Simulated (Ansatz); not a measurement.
One crystal and one scan (energy over volume and axial ratio) at two levels, PBE (plane waves to 420 eV, PAW, scalar-relativistic; Ansatz, an electronic-structure program) and r2SCAN (plane waves to 500 eV, PAW, scalar-relativistic; Ansatz), each from its own relaxed cell and on its own mesh. The cell shown is that of PBE.

BeO (wurtzite)

```
CELL_PARAMETERS angstrom
      2.71166     0.00000     0.00000
     -1.35583     2.34837     0.00000
      0.00000     0.00000     4.40429
ATOMIC_POSITIONS crystal
  Be 0.66667 0.33333 0.00149
  Be 0.33333 0.66667 0.50149
  O  0.66667 0.33333 0.62371
  O  0.33333 0.66667 0.12371
```

The relaxed cell is deformed in two ways at once: its volume V is scaled, and at that volume it is stretched along z (the c axis of the conventional cell) so that c/a changes. Fractional atomic positions are held.

The energy includes the smearing's −TS. BeO was relaxed with its symmetry unable to fall. The PAW data are Ansatz's earlier set. As the atoms are clamped, bonds stretch with the cell, which overstates energies and stresses. Percentages come from the unrounded values. Both scans cover V/V₀ from 0.960 to 1.040 and (c/a)/(c/a)₀ from 0.880 to 1.120.

| quantity | PBE | r2SCAN | PBE − r2SCAN |
|---|---|---|---|
| Lattice constant a (Å) | 2.712 | 2.690 | +0.022 (+0.8 %) |
| Lattice constant c (Å) | 4.404 | 4.369 | +0.035 (+0.8 %) |
| Relaxed volume (Å³/atom) | 7.01 | 6.85 | +0.16 (+2.4 %) |
| Modulus against c/a change at fixed volume, (3/4V)·∂²E/∂(ln c/a)² (fit, atoms clamped) (GPa) | 201 | 221 | -20 (-9 %) |

PBE gives the higher value for: lattice constant a; lattice constant c; relaxed volume. PBE gives the lower value for: modulus against c/a change at fixed volume.

(Under strain, the slope of the energy per volume gives the stress and its curvature an elastic modulus.)
